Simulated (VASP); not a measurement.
# BaS (Fm-3m) in VASP: notebook

Runs on BaS. Level: PBEsol. Tasks: relaxation of cell and atoms, single point.

Program: VASP 6.6.1. These are calculated values, not measurements. Logs are shortened: lines on timing, memory, paths and dates and some standing lists are left out, and cuts for length are marked.

**Experimental background.**

From a printed reference work, monograph, original work of 1988, for a bulk crystal of BaS at 2 K: band gap 3.806 eV (indirect).

The runs below are set against these values where they give the same quantity.

**1. The crystal as given**

Symmetry: Fm-3m, No. 225, cubic system. Conventional cell: a = 6.388 Å, b = 6.388 Å, c = 6.388 Å, α = 90.00°, β = 90.00°, γ = 90.00°. Ba (site symmetry m-3m) is surrounded by 6 S at 3.19 Å. S (site symmetry m-3m) is surrounded by 6 Ba at 3.19 Å.

**2. Relaxation of cell and atoms, PBEsol**

Input file INCAR:

```
SYSTEM = BaS
PREC = Accurate ; ENCUT = 600
EDIFF = 1E-7 ; ISMEAR = 0
SIGMA = 0.02 ; LREAL = .FALSE.
LASPH = .TRUE. ; NELM = 100
ALGO = Normal ; ISIF = 3
LWAVE = .FALSE. ; LCHARG = .FALSE.
GGA = PS ; IBRION = 2
NSW = 100 ; EDIFFG = -0.005
```

Input file KPOINTS:

```
Automatic mesh
0
G
  8 8 8
  0 0 0
```

Input file POSCAR:

```
BaS
1.0
    0.0000000000      3.1937500000      3.1937500000
    3.1937500000      0.0000000000      3.1937500000
    3.1937500000      3.1937500000      0.0000000000
Ba S
1 1
Direct
    0.0000000000      0.0000000000      0.0000000000
    0.5000000000      0.5000000000      0.5000000000
```

Potentials or basis: VASP PAW PBE potentials, release 64 (Ba_sv, S).

Launch:

```
$ cat potpaw_PBE.64/Ba_sv/POTCAR potpaw_PBE.64/S/POTCAR > POTCAR
$ mpirun -np 1 vasp_std > vasp.out
```

OUTCAR:

```text
SYSTEM = BaS
   PREC = Accurate
   ENCUT = 600
   EDIFF = 1E-7
   ISMEAR = 0
   LREAL = .FALSE.
   LASPH = .TRUE.
   NELM = 100
   ISIF = 3
   GGA = PS
   IBRION = 2
   NSW = 100
   EDIFFG = -0.005

 ion  position               nearest neighbor table
   1  0.000  0.000  0.000-   2 3.19   2 3.19   2 3.19   2 3.19   2 3.19   2 3.19
   2  0.500  0.500  0.500-   1 3.19   1 3.19   1 3.19   1 3.19   1 3.19   1 3.19

  LATTYP: Found a face centered cubic cell.
 ALAT       =     6.3875000000

  Lattice vectors:

 A1 = (   0.0000000000,   3.1937500000,   3.1937500000)
 A2 = (   3.1937500000,   0.0000000000,   3.1937500000)
 A3 = (   3.1937500000,   3.1937500000,   0.0000000000)

Analysis of symmetry for initial positions (statically):
=====================================================================
 Subroutine PRICEL returns:
 Original cell was already a primitive cell.

 Routine SETGRP: Setting up the symmetry group for a
 face centered cubic supercell.

 Subroutine GETGRP returns: Found 48 space group operations
 (whereof 48 operations were pure point group operations)
 out of a pool of 48 trial point group operations.

The static configuration has the point symmetry O_h .

Analysis of symmetry for dynamics (positions and initial velocities):
=====================================================================
 Subroutine PRICEL returns:
 Original cell was already a primitive cell.

 Routine SETGRP: Setting up the symmetry group for a
 face centered cubic supercell.

 Subroutine GETGRP returns: Found 48 space group operations
 (whereof 48 operations were pure point group operations)
 out of a pool of 48 trial point group operations.

The dynamic configuration has the point symmetry O_h .

 Subroutine INISYM returns: Found 48 space group operations
 (whereof 48 operations are pure point group operations),
 and found     1 'primitive' translations

----------------------------------------------------------------------------------------

                                     Primitive cell

  volume of cell :      65.1527

  direct lattice vectors                    reciprocal lattice vectors
     0.000000000  3.193750000  3.193750000    -0.156555773  0.156555773  0.156555773
     3.193750000  0.000000000  3.193750000     0.156555773 -0.156555773  0.156555773
     3.193750000  3.193750000  0.000000000     0.156555773  0.156555773 -0.156555773

  length of vectors
     4.516644565  4.516644565  4.516644565     0.271162553  0.271162553  0.271162553

  position of ions in fractional coordinates (direct lattice)
     0.000000000  0.000000000  0.000000000
     0.500000000  0.500000000  0.500000000

  ion indices of the primitive-cell ions
   primitive index   ion index
                 1           1
                 2           2

----------------------------------------------------------------------------------------

 KPOINTS: Automatic mesh

Automatic generation of k-mesh.
 Grid dimensions read from file:
 generate k-points for:    8    8    8

 Generating k-lattice:

  Cartesian coordinates                     Fractional coordinates (reciprocal lattice)
    -0.019569472  0.019569472  0.019569472     0.125000000  0.000000000  0.000000000
     0.019569472 -0.019569472  0.019569472     0.000000000  0.125000000  0.000000000
     0.019569472  0.019569472 -0.019569472     0.000000000  0.000000000  0.125000000

  Length of vectors
     0.033895319  0.033895319  0.033895319

  Shift w.r.t. Gamma in fractional coordinates (k-lattice)
     0.000000000  0.000000000  0.000000000

 Subroutine IBZKPT returns following result:
 ===========================================

 Found     29 irreducible k-points:

 Following reciprocal coordinates:
            Coordinates               Weight
  0.000000  0.000000  0.000000      1.000000
  0.125000  0.000000  0.000000      8.000000
  0.250000  0.000000  0.000000      8.000000
  0.375000  0.000000  0.000000      8.000000
  0.500000  0.000000  0.000000      4.000000
  0.125000  0.125000  0.000000      6.000000
[... 16 lines left out ...]
  0.500000  0.250000  0.125000     48.000000
 -0.375000  0.250000  0.125000     24.000000
 [... further k-points ...]
   k-points           NKPTS =     29   k-points in BZ     NKDIM =     29   number of bands    NBANDS=     12
   number of dos      NEDOS =    301   number of ions     NIONS =      2
   total plane-waves  NPLWV =  46656
   dimension x,y,z NGX =    36 NGY =   36 NGZ =   36
   dimension x,y,z NGXF=    72 NGYF=   72 NGZF=   72
   ions per type =               1   1
   NGX,Y,Z   is equivalent  to a cutoff of  13.25, 13.25, 13.25 a.u.
   NGXF,Y,Z  is equivalent  to a cutoff of  26.50, 26.50, 26.50 a.u.
 SYSTEM =  BaS
   PREC   = accura    normal or accurate (medium, high low for compatibility)
   ISTART =      0    job   : 0-new  1-cont  2-samecut
   ICHARG =      2    charge: 1-file 2-atom 10-const
   ISPIN  =      1    spin polarized calculation?
[... 62 lines left out ...]
  -------------------------------------------------------------------------------------
  Total       -0.2113668     -0.2113668     -0.2113668      0.0000000     -0.0000000      0.0000000
  in kB       -5.1977415     -5.1977415     -5.1977415      0.0000000     -0.0000000      0.0000000
  external PRESSURE =      -5.1977415 kB  Pullay stress =       0.0000000 kB

 VOLUME and BASIS-vectors are now :
 -----------------------------------------------------------------------------
  energy-cutoff  :      600.00
  volume of cell :       65.15
      direct lattice vectors                 reciprocal lattice vectors
     0.000000000  3.193750000  3.193750000    -0.156555773  0.156555773  0.156555773
     3.193750000  0.000000000  3.193750000     0.156555773 -0.156555773  0.156555773
     3.193750000  3.193750000  0.000000000     0.156555773  0.156555773 -0.156555773
[... 37 lines left out ...]
 POSITION                                       TOTAL-FORCE (eV/Angst)
 -----------------------------------------------------------------------------------
      3.17747      3.17747      0.00000         0.000000      0.000000     -0.000000
      3.17747      3.17747      3.17747        -0.000000     -0.000000      0.000000
 -----------------------------------------------------------------------------------
    total drift:                                0.000000      0.000000      0.000000

  FREE ENERGIE OF THE ION-ELECTRON SYSTEM (eV)
  ---------------------------------------------------
  free  energy   TOTEN  =       -10.7193646730 eV

  energy  without entropy=      -10.7193646730  energy(sigma->0) =      -10.71936467

--------------------------------------- Ionic step        3  -------------------------------------------

 number of electron      16.0000001 magnetization

 Free energy of the ion-electron system (eV)
  ---------------------------------------------------
  ext. energy  EPLUGINS =         0.00000000
  ---------------------------------------------------
  free energy    TOTEN  =       -10.71949280 eV

  energy without entropy =      -10.71949280  energy(sigma->0) =      -10.71949280

 E-fermi :   1.5403     XC(G=0):  -8.8716

 val. band max:        1.4027940696   @ k =   0.0000   0.0000   0.0000
 cond. band min:       3.3639097618   @ k =   0.5000   0.5000   0.0000
 fundamental gap:      1.9611156922
 Fermi energy:         1.5403217035

 k-point     1 :       0.0000    0.0000    0.0000
  band No.  band energies     occupation
      1     -24.5965      2.00000
      2      -9.6377      2.00000
      3      -9.6377      2.00000
      4      -9.6377      2.00000
      5      -8.9679      2.00000
      6       1.4028      2.00000
      7       1.4028      2.00000
      8       1.4028      2.00000
      9       4.8676      0.00000
     10       5.1873      0.00000
     11       5.1873      0.00000
     12       5.1873      0.00000

 k-point     2 :       0.1250    0.0000    0.0000
  band No.  band energies     occupation
      1     -24.5895      2.00000
      2      -9.9797      2.00000
      3      -9.6438      2.00000
      4      -9.6438      2.00000
      5      -8.6124      2.00000
      6       0.9692      2.00000
      7       1.1820      2.00000
      8       1.1820      2.00000
      9       5.1679      0.00000
     10       5.4266      0.00000
     11       5.4266      0.00000
     12       5.5056      0.00000
[... 316 lines left out ...]
 k-point    24 :      -0.3750    0.2500    0.1250
  band No.  band energies     occupation
      1     -24.5406      2.00000
      2     -10.6400      2.00000
      3      -9.8474      2.00000
      4      -9.7509      2.00000
      5      -7.9602      2.00000
      6      -0.1428      2.00000
      7       0.5082      2.00000
      8       0.5911      2.00000
      9       6.0028      0.00000
     10       6.2042      0.00000
     11       8.0652      0.00000
     12       8.2870      0.00000

 [... further k-points ...]

------------------------ aborting loop because EDIFF is reached ----------------------------------------

  FORCE on cell =-STRESS in cart. coord.  units (eV):
  Direction    XX          YY          ZZ          XY          YZ          ZX
  --------------------------------------------------------------------------------------
  -------------------------------------------------------------------------------------
  Total        0.0001751      0.0001751      0.0001751     -0.0000000     -0.0000000      0.0000000
  in kB        0.0043565      0.0043565      0.0043565     -0.0000000     -0.0000000      0.0000000
  external PRESSURE =       0.0043565 kB  Pullay stress =       0.0000000 kB

 VOLUME and BASIS-vectors are now :
 -----------------------------------------------------------------------------
  energy-cutoff  :      600.00
  volume of cell :       64.40
      direct lattice vectors                 reciprocal lattice vectors
    -0.000000000  3.181404870  3.181404870    -0.157163272  0.157163272  0.157163272
     3.181404870 -0.000000000  3.181404870     0.157163272 -0.157163272  0.157163272
     3.181404870  3.181404870  0.000000000     0.157163272  0.157163272 -0.157163272

 POSITION                                       TOTAL-FORCE (eV/Angst)
 -----------------------------------------------------------------------------------
      0.00000      0.00000      0.00000         0.000000      0.000000     -0.000000
      3.18140      3.18140      3.18140         0.000000     -0.000000      0.000000
 -----------------------------------------------------------------------------------
    total drift:                                0.000000      0.000000      0.000000

  FREE ENERGIE OF THE ION-ELECTRON SYSTEM (eV)
  ---------------------------------------------------
  free  energy   TOTEN  =       -10.7194928050 eV

  energy  without entropy=      -10.7194928050  energy(sigma->0) =      -10.71949280

 reached required accuracy - stopping structural energy minimisation
```

Wall time 53 s (1 thread of Intel Xeon Platinum 8488C (Sapphire Rapids), shared host); peak memory 0.22 GiB.

Results:

```yaml
Free_energy: -10.7195 eV
Relaxed_volume: 32.20 Å³/atom
Relaxed_cell: a = 4.499 Å, b = 4.499 Å, c = 4.499 Å, α = 60.00°, β = 60.00°, γ = 60.00°
Space_group_after_relaxing_to_0.05_Å: Fm-3m (No. 225)
Energy_gained_by_relaxing: 0.6 meV/atom
Ionic_steps: 3
Pressure_after_relaxing: 0.0 GPa
Band_gap_on_the_k_mesh: 1.96 eV, indirect (least direct gap 2.09 eV)
```

Step by step:
```
step  energy change (eV)  largest force (eV/Å)  pressure (GPa)  volume (Å³)
   1              0.0000                0.0000           -0.52        65.15
   2             -0.0011                0.0000            0.17        64.16
   3             -0.0012                0.0000            0.00        64.40
```

Final structure:
```
Ba S
1.0
     0.00000    3.18140    3.18140
     3.18140    0.00000    3.18140
     3.18140    3.18140    0.00000
Ba S
1 1
Direct
  0.00000 0.00000 0.00000
  0.50000 0.50000 0.50000
```

Caveat: the PAW data sets were made with another functional, which shifts forces and pressure a little; spin-orbit coupling is left out, which moves the levels of the heavy elements.

**3. Single point, PBEsol**

Input file INCAR:

```
PREC     = Accurate       # precision mode
ENCUT    = 520            # plane-wave cutoff, eV
EDIFF    = 1E-7           # SCF threshold, eV
ISMEAR   = 0              # smearing method
SIGMA    = 0.1            # smearing width, eV
LREAL    = False          # projectors in reciprocal space
LASPH    = True           # aspherical terms in the spheres
NELM     = 100            # most SCF steps
ALGO     = Fast           # electronic algorithm
ISIF     = 2              # what is computed and relaxed
LWAVE    = False          # write WAVECAR
LCHARG   = False          # write CHGCAR
GGA      = PS             # functional
NBANDS   = 15             # bands
```

Input file KPOINTS:

```
regular mesh
0
Gamma
  6 6 6
```

POSCAR is that of step 2.

Potentials or basis: VASP PAW PBE potentials, release 64 (Ba_sv, S).

Launch:

```
$ cat potpaw_PBE.64/Ba_sv/POTCAR potpaw_PBE.64/S/POTCAR > POTCAR
$ mpirun -np 1 vasp_std > vasp.out
```

Wall time 21 s (1 thread of Intel Xeon Platinum 8488C (Sapphire Rapids), shared host); peak memory 0.2 GiB.

Results (log left out):

```yaml
Free_energy: -10.7179 eV
Pressure: -0.5 GPa
Band_gap_on_the_k_mesh: 1.98 eV, indirect (least direct gap 2.12 eV)
```

Levels at points of the mesh, in eV from the valence-band top:
| k point | band 6 | band 7 | band 8 | band 9 | band 10 | band 11 |
| --- | --- | --- | --- | --- | --- | --- |
| (0.00, 0.00, 0.00) | 0.00 | 0.00 | 0.00 | 3.41 | 3.78 | 3.78 |
| (0.50, 0.00, 0.00) | -2.00 | -1.11 | -1.11 | 5.47 | 5.52 | 6.26 |
| (0.50, 0.50, 0.00) | -0.54 | -0.14 | -0.14 | 1.98 | 5.90 | 5.92 |

Caveat: the PAW data sets were made with another functional, which shifts forces and pressure a little; spin-orbit coupling is left out, which moves the levels of the heavy elements.

**4. Single point, PBEsol**

This run uses another cell than the first one, of 31.74 Å³/atom, 0.974 times its volume.

Input file INCAR:

```
SYSTEM = BaS
PREC     = Accurate       ! precision mode
ENCUT    = 520            ! plane-wave cutoff, eV
EDIFF    = 1E-6           ! SCF threshold, eV
ISMEAR   = 0              ! smearing method
SIGMA    = 0.02           ! smearing width, eV
LREAL    = .FALSE.        ! projectors in reciprocal space
LASPH    = .TRUE.         ! aspherical terms in the spheres
NELM     = 80             ! most SCF steps
ALGO     = Fast           ! electronic algorithm
ISIF     = 2              ! what is computed and relaxed
LWAVE    = .FALSE.        ! write WAVECAR
LCHARG   = .TRUE.         ! write CHGCAR
GGA      = PS             ! functional
LELF     = .TRUE.         ! ELF
LVHAR    = .TRUE.       
NBANDS   = 15             ! bands
```

Input file KPOINTS:

```
Automatic mesh
0
G
  8 8 8
  0 0 0
```

Input file POSCAR:

```
BaS
1.0
    0.0000000000      3.1663007203      3.1663007203
    3.1663007203      0.0000000000      3.1663007203
    3.1663007203      3.1663007203      0.0000000000
Ba S
1 1
Direct
    0.0000000000      0.0000000000      0.0000000000
    0.5000000000      0.5000000000      0.5000000000
```

Launch:

```
$ cat potpaw_PBE.64/Ba_sv/POTCAR potpaw_PBE.64/S/POTCAR > POTCAR
$ mpirun -np 1 vasp_std > vasp.out
```

Wall time 19 s (1 thread of Intel Xeon Platinum 8559C (Emerald Rapids), shared host); peak memory 0.21 GiB.

The run converged. Its results:

| Property | Result |
| --- | --- |
| Free energy | -10.7174 eV |
| Pressure | 0.7 GPa |
| Band gap on the k mesh | 1.93 eV, indirect (least direct gap 2.06 eV) |

Levels at points of the mesh, in eV from the valence-band top:
```csv
k point,band 6,band 7,band 8,band 9,band 10,band 11
"(0.00, 0.00, 0.00)",0.00,0.00,0.00,3.53,3.78,3.78
"(0.50, 0.00, 0.00)",-2.05,-1.16,-1.16,5.55,5.60,6.36
"(0.50, 0.50, 0.00)",-0.51,-0.13,-0.13,1.93,5.97,6.08
```

Caveat: the PAW data sets were made with another functional, which shifts forces and pressure a little; spin-orbit coupling is left out, which moves the levels of the heavy elements.

**5. The runs side by side**

| task | cell | k mesh | cutoff (eV) | smearing | gap on the mesh (eV) | pressure (GPa) |
| --- | --- | --- | --- | --- | --- | --- |
| relaxation of cell and atoms | relaxed | 8 × 8 × 8 | 600 | gaussian 0.02 eV | 1.96 | 0.0 |
| single point | Fm-3m, 32.58 Å³/atom | 6 × 6 × 6 | 520 | gaussian 0.1 eV | 1.98 | -0.5 |
| single point | Fm-3m, 31.74 Å³/atom | 8 × 8 × 8 | 520 | gaussian 0.02 eV | 1.93 | 0.7 |

Alike in all rows: level PBEsol; potentials or basis VASP PAW PBE potentials, release 64 (Ba_sv, S); no spin polarisation.

Caveats: the PAW data sets were made with another functional, which shifts forces and pressure a little; spin-orbit coupling is left out, which moves the levels of the heavy elements.

Total energies depend on the potentials used, so only differences within one code and one set of settings carry meaning.

**6. Against experiment**

Step 3. A measured gap of BaS is 3.806 eV (indirect; 2 K; a printed reference work, monograph, original work of 1988); the calculated 1.98 eV misses it by -1.82 eV. Spin-orbit coupling on Ba is left out. The value is that of PBEsol on a finite k mesh, which can miss the band edges, without temperature or zero-point motion. Semilocal functionals fall short of measured gaps as a rule.

Step 4. A measured gap of BaS is 3.806 eV (indirect; 2 K; a printed reference work, monograph, original work of 1988); the calculated 1.93 eV misses it by -1.87 eV. Spin-orbit coupling on Ba is left out. The value is that of PBEsol on a finite k mesh, which can miss the band edges, without temperature or zero-point motion. Semilocal functionals fall short of measured gaps as a rule.
